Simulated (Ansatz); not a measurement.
```yaml
crystal:
  lattice:
    - [2.05549, 1.18674, 3.44505]
    - [-2.05549, 1.18674, 3.44505]
    - [0.00000, -2.37347, 3.44505]
  atoms:
    - { symbol: Ge, position: [0.24020, 0.24020, 0.24020] }
    - { symbol: Te, position: [0.75980, 0.75980, 0.75980] }
```

No spin polarisation.

Calculations: PBEsol in Ansatz (plane waves to 420 eV, PAW, no spin-orbit coupling), earlier PAW set. Γ-centred 10×10×10 mesh, Fermi–Dirac width 0.05 eV.

Problem. What is the computed pressure (mean of the normal stresses, compression positive)?

Solution. 19.0 kbar.

Problem. Estimate the space group.

Solution. R3m (No. 160).

The cells carry an imposed strain or load. No phonon test of stability was made. The cell was made from GeTe (space group R3m, No. 160) by this change: isotropic strain −1.23 %.

Ansatz is a quantum-chemistry and plane-wave program.
